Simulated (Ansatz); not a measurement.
# CaF2: the cost of one run

Program: Ansatz 0.2.0. Level of theory: DFT PBE, plane waves, PAW, scalar-relativistic, no spin polarisation. These are calculated values, not measurements.

## (1) The starting structure

The cell holds 12 atoms (Ca4F8): a = 5.409 Å, b = 5.409 Å, c = 5.409 Å, α = 90.00°, β = 90.00°, γ = 90.00°.

As a file:

```xyz
12
Lattice="5.4093 0.0000 0.0000 0.0000 5.4093 0.0000 0.0000 0.0000 5.4093" Properties=species:S:1:pos:R:3 pbc="T T T"
Ca    0.0000    0.0000    0.0000
F     1.3523    1.3523    1.3523
F     4.0569    4.0569    4.0569
Ca    2.7046    2.7046    0.0000
F     4.0569    4.0569    1.3523
F     1.3523    1.3523    4.0569
Ca    2.7046    0.0000    2.7046
F     4.0569    1.3523    4.0569
F     1.3523    4.0569    1.3523
Ca    0.0000    2.7046    2.7046
F     1.3523    4.0569    4.0569
F     4.0569    1.3523    1.3523
```

## (2) Run 1

250 steps of 2 fs under a Langevin thermostat at 2000 K.

The input, input.yaml:

```yaml
crystal:
  lattice:
    - [5.409261, 0.0, 0.0]
    - [0.0, 5.409261, 0.0]
    - [0.0, 0.0, 5.409261]
  atoms:
    - { symbol: Ca, position: [0.0, 0.0, 0.0] }
    - { symbol: F, position: [0.25, 0.25, 0.25] }
    - { symbol: F, position: [0.75, 0.75, 0.75] }
    - { symbol: Ca, position: [0.5, 0.5, 0.0] }
    - { symbol: F, position: [0.75, 0.75, 0.25] }
    - { symbol: F, position: [0.25, 0.25, 0.75] }
    - { symbol: Ca, position: [0.5, 0.0, 0.5] }
    - { symbol: F, position: [0.75, 0.25, 0.75] }
    - { symbol: F, position: [0.25, 0.75, 0.25] }
    - { symbol: Ca, position: [0.0, 0.5, 0.5] }
    - { symbol: F, position: [0.25, 0.75, 0.75] }
    - { symbol: F, position: [0.75, 0.25, 0.25] }
basis:
  ecutwfc: 420.0
kpoints:
  mp_grid: { grid: [2, 2, 2] }
hamiltonian:
  xc: pbe
  pseudopotentials: { kind: paw, azcp: { folder: soft_1 } }
scf:
  occupations: { method: fermi_dirac, width: 0.17 }
  lower_state_search: "off"
md:
  timestep: 2
  n_steps: 250
  ensemble: nvt_langevin
  temperature: 2000.0
  initial_velocities: maxwell_boltzmann
  seed: 978080
  friction: 0.02
```

Launch:

```sh
ansatz run input.yaml --threads 1 --pin off --max-ram 3072MiB --backend cpu --events-out ev --progress --plain --runs-dir out
```

Q: Estimate wall time and peak memory on 1 thread of Arm Neoverse V2, shared host.

About 14 min, with a peak of 0.47 GiB.
